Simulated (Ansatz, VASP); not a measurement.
Two plane-wave programs on SnSe

INCAR

```
PREC     = Accurate       # precision mode
ENCUT    = 520            # plane-wave cutoff, eV
EDIFF    = 1E-6           # SCF threshold, eV
ISMEAR   = 0              # smearing method
SIGMA    = 0.05           # smearing width, eV
LREAL    = F              # projectors in reciprocal space
LASPH    = T              # aspherical terms in the spheres
NELM     = 100            # most SCF steps
ALGO     = Fast           # electronic algorithm
ISIF     = 2              # what is computed and relaxed
LWAVE    = F              # write WAVECAR
LCHARG   = F              # write CHGCAR
GGA      = PS             # functional
NBANDS   = 28             # bands
```

KPOINTS

```
regular mesh
0
Gamma
  6 6 4
```

File POSCAR:

```
SnSe
1.0
    4.2853274191      0.0000000000      0.0000000000
    0.0000000000      4.2853274191      0.0000000000
    0.0000000000      0.0000000000     10.9906921300
Sn Se
2 2
Direct
    0.5000000000      0.0000000000      0.3722291100
    0.0000000000      0.5000000000      0.6277708900
    0.5000000000      0.0000000000      0.6160394900
    0.0000000000      0.5000000000      0.3839605100
```

Input for Ansatz:

```yaml
crystal:
  lattice:
    - [4.2853274191, 0.0, 0.0]
    - [0.0, 4.2853274191, 0.0]
    - [0.0, 0.0, 10.99069213]
  atoms:
    - { symbol: Sn, position: [0.5, 0.0, 0.37222911] }
    - { symbol: Sn, position: [0.0, 0.5, 0.62777089] }
    - { symbol: Se, position: [0.5, 0.0, 0.61603949] }
    - { symbol: Se, position: [0.0, 0.5, 0.38396051] }
basis:
  ecutwfc: 420
kpoints:
  mp_grid: { grid: [6, 6, 4] }
hamiltonian:
  xc: pbesol
scf:
  occupations: { method: gaussian, width: 0.05 }
output:
  forces: true
  stress: true
  eigenvalues: true
```

Alike in both runs: task single point; functional PBEsol; k mesh 6 × 6 × 4; occupations gaussian, width 0.05 eV; no spin polarisation.

|  | VASP | Ansatz |
| --- | --- | --- |
| version | VASP 6.6.1 | Ansatz 0.2.0 |
| potentials or method | VASP PAW PBE potentials, release 64 (Sn_d, Se) | scalar-relativistic, plane waves, PAW |
| plane-wave cutoff (eV) | 520 | 420 |
| valence electrons in the cell | 40 | 60 |

VASP gave:

| Item | Value |
| --- | --- |
| gap on the k mesh at the Fermi level (eV) | 1.46 |
| least direct gap on the mesh (eV) | 1.46 |
| rms of the force components (eV/Å) | 0.054 |

**Question.** Estimate Ansatz's values.

**Answer.** gap on the k mesh at the Fermi level (eV): 1.47; least direct gap on the mesh (eV): 1.47; rms of the force components (eV/Å): 0.054.

Atom by atom the forces differ by 0.010 eV/Å (rms over components). The two sets of potentials don't hold the same shells in valence.

Caveats: the PAW data sets were made with another functional, which shifts forces and pressure a little (VASP); spin-orbit coupling is left out, which moves the levels of the heavy elements.
